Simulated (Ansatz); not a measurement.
Ansatz input

```yaml
crystal:
  lattice:
    - [-1.3665268818, 1.3665268818, 1.3665268818]
    - [1.3665268818, -1.3665268818, 1.3665268818]
    - [1.3665268818, 1.3665268818, -1.3665268818]
  atoms:
    - { symbol: Co, position: [0.0, 0.0, 0.0], spin: 1.685 }
hamiltonian:
  xc: lda
  pseudopotentials:
    kind: paw
    azcp:
      Co: "pseudopotentials/Co.paw.azcp"
basis:
  ecutwfc: 420
  fft_grid_basis: typed
kpoints:
  mp_grid: { grid: [26, 26, 26], shift: [0, 0, 0] }
magnetization:
  spin_polarized: true
scf:
  occupations: { method: fermi_dirac, width: 0.05 }
```

and its output:

```
Warning: the record states the generating functional pbe (its physics header spells it `PBE`), which answers neither for hamiltonian.xc's functional nor for the lda family's — results may be inconsistent (PPs are generated against a specific XC)
Engine: ansatz 0.2.0, x86_64-unknown-linux-gnu
Pseudopotentials: kind: paw
Pseudopotential: Co, paw, valence charge 17, recommended cutoff 420 eV (normal) 
Functional definition: SPW92
  exchange = slater_x
  correlation = pw_c
Crystal: 1 atoms, lattice volume = 10.207 Å³
Basis set: ecut = 420 eV, 201 PW (Γ)
Bands: 14, of which v1, the nominal top of the filled ones, is band 9 counted from 1 (8 counted from 0)
Symmetry: 48 space group operations
Space group: Im-3m (ITA 229), of the structure as read, at distance tolerance 2.2e-5 Å
Magnetic group: BNS 229.140 (UNI 1642), of the structure as read, at distance tolerance 2.2e-5 Å
k-points: 511 of 17576
Non-local potential: Co, projectors of the file, l = 0: 3, l = 1: 2, l = 2: 3, l = 3: 1
PAW form: soft (Blöchl's): semilocal exchange-correlation on the pseudo side does not see the compensation charge
PAW frozen core: Co, regenerated for the run's functional, and the local potential with it (the file was generated under x = pbe(κ = 0.804, μ = 0.2195149727645171), c = pbe(β = 0.06672455060314922))
PAW one-centre angular grid: Co, 590 points (default); XC on 64 Gauss nodes
Initial density: superposition of atomic densities (chi_scale 0.1, normalization cell)
Starting moments: Σ|m| = 1.685 μB on 1 of 1 site
Initial wavefunctions: pseudopotential atomic-orbital guess
Functional: x = slater, c = lda
SCF iter   1: F=—  HF=-5062.421944 eV  |F-HF|=—  |Δ(HF+E_count)|=         —  Δρ=1.51e-1 (↑3.43e-2 ↓1.51e-1)  dr2=1.89e0  dr2_m=3.43e-1  M=1.803 μB ∫|m|=1.838 μB  β_m=0.30  ethr=3.10e-3  ⟨swp⟩=5.3  Hψ=70947  notcnv=0
Mixer restart at iter 1: flushing history
SCF iter   2: F=—  HF=-5061.707994 eV  |F-HF|=—  |Δ(HF+E_count)|=   7.14e-1  Δρ=7.27e-2 (↑7.27e-2 ↓2.68e-2)  dr2=1.30e-1  dr2_m=2.10e-1  M=1.786 μB ∫|m|=1.836 μB  β_m=0.29  ethr=3.10e-3  ⟨swp⟩=3.3  Hψ=36959  notcnv=0  defer=543
SCF iter   3: F=—  HF=-5062.061481 eV  |F-HF|=—  |Δ(HF+E_count)|=   3.53e-1  Δρ=3.70e-2 (↑3.70e-2 ↓2.86e-2)  dr2=7.95e-3  dr2_m=9.62e-2  M=1.766 μB ∫|m|=1.820 μB  β_m=0.53  ethr=7.63e-4  ⟨swp⟩=2.7  Hψ=28715  notcnv=0  defer=547
SCF iter   4: F=—  HF=-5062.580774 eV  |F-HF|=—  |Δ(HF+E_count)|=   5.19e-1  Δρ=1.40e-2 (↑7.71e-3 ↓1.40e-2)  dr2=2.88e-2  dr2_m=2.02e-3  M=1.686 μB ∫|m|=1.758 μB  β_m=0.71  ethr=4.68e-5  ⟨swp⟩=2.4  Hψ=30200  notcnv=0  defer=546
SCF iter   5: F=—  HF=-5062.618483 eV  |F-HF|=—  |Δ(HF+E_count)|=   3.77e-2  Δρ=8.13e-3 (↑6.71e-3 ↓8.13e-3)  dr2=1.30e-2  dr2_m=2.00e-4  M=1.665 μB ∫|m|=1.741 μB  β_m=0.86  ethr=4.68e-5  ⟨swp⟩=2.2  Hψ=24713  notcnv=0  defer=564
SCF iter   6: F=—  HF=-5062.629149 eV  |F-HF|=—  |Δ(HF+E_count)|=   1.07e-2  Δρ=7.82e-4 (↑7.82e-4 ↓1.65e-4)  dr2=5.35e-5  dr2_m=9.29e-6  M=1.650 μB ∫|m|=1.729 μB  β_m=0.93  ethr=4.68e-5  ⟨swp⟩=2.2  Hψ=25289  notcnv=0  defer=574
SCF iter   7: F=—  HF=-5062.629181 eV  |F-HF|=—  |Δ(HF+E_count)|=   3.19e-5  Δρ=2.10e-4 (↑2.10e-4 ↓8.46e-5)  dr2=1.73e-6  dr2_m=1.83e-6  M=1.649 μB ∫|m|=1.728 μB  β_m=0.96  ethr=3.15e-7  ⟨swp⟩=2.2  Hψ=21710  notcnv=0  defer=573
SCF iter   8: F=—  HF=-5062.629181 eV  |F-HF|=—  |Δ(HF+E_count)|=   6.80e-7  Δρ=2.64e-5 (↑2.64e-5 ↓2.28e-5)  dr2=6.06e-8  dr2_m=1.10e-8  M=1.649 μB ∫|m|=1.728 μB  β_m=0.83  ethr=1.02e-8  ⟨swp⟩=2.2  Hψ=18582  notcnv=0  defer=573
SCF iter   9: F=-5062.629181 eV  HF=-5062.629181 eV  |F-HF|=2.76e-9  |Δ(HF+E_count)|=   2.18e-8  Δρ=8.78e-6 (↑8.78e-6 ↓7.24e-6)  dr2=5.77e-9  dr2_m=1.85e-9  M=1.649 μB ∫|m|=1.728 μB  ethr=3.56e-10  ⟨swp⟩=1.1  Hψ=36987  notcnv=0
SCF 1 converged in 9 iterations: F = -5062.629181 eV  dr2 = 5.77e-9
SCF converged after 9 iterations
Magnetization: 1.6492 μB (9.3246 up, 7.6754 down)
Absolute magnetization: 1.7287 μB (∫|ρ↑−ρ↓|, with the PAW one-centre terms)
Spin contamination: 0.0162 ħ² per cell (⟨S²⟩ above its minimum at these occupations)
Per-site moments (μB) at R_I (Å): [(1.6831704319585576, 0.9763437705393363)]
Free energy (F): -5062.629181 eV
Harris-Foulkes:  -5062.629181 eV  (|F-HF|=2.76e-9)
Internal energy: -5062.616151 eV  (E = F + TS)
E sigma→0 (E₀):  -5062.622666 eV
Entropy (-TS):   -0.013030 eV (-13.030 meV/atom)
Fermi energy:    19.961874 eV
--- Per-component energies (eV) ---
  E_band       = -224.502784
  E_kinetic    = 455.445007
  E_local      = -2748.564443  (includes V_loc(G=0)·N_el)
  E_nonlocal   = 459.791895
  E_hartree    = 1151.842798
  E_xc         = -158.210253
  E_vxc        = -205.399669  (∫ρ·V_xc dr)
  E_paw        = -1452.691226  (= ΣΔE_a)
  E_vpaw       = -489.464310  (= ΣTr[D̂ρ^β])
  E_aug_tail   = 0.000035  (compensation charges beyond the density's cutoff)
  E_ewald      = -2770.648214
  E_core_change = 0.418251  (= ΣΔE_core)
  E_smearing   = -0.013030  (= −TS)
  E_closure    = 0.000000  (closes the sum)
  Σ components = -5062.629181   (vs F -5062.629181, Δ=0.00e0)
```
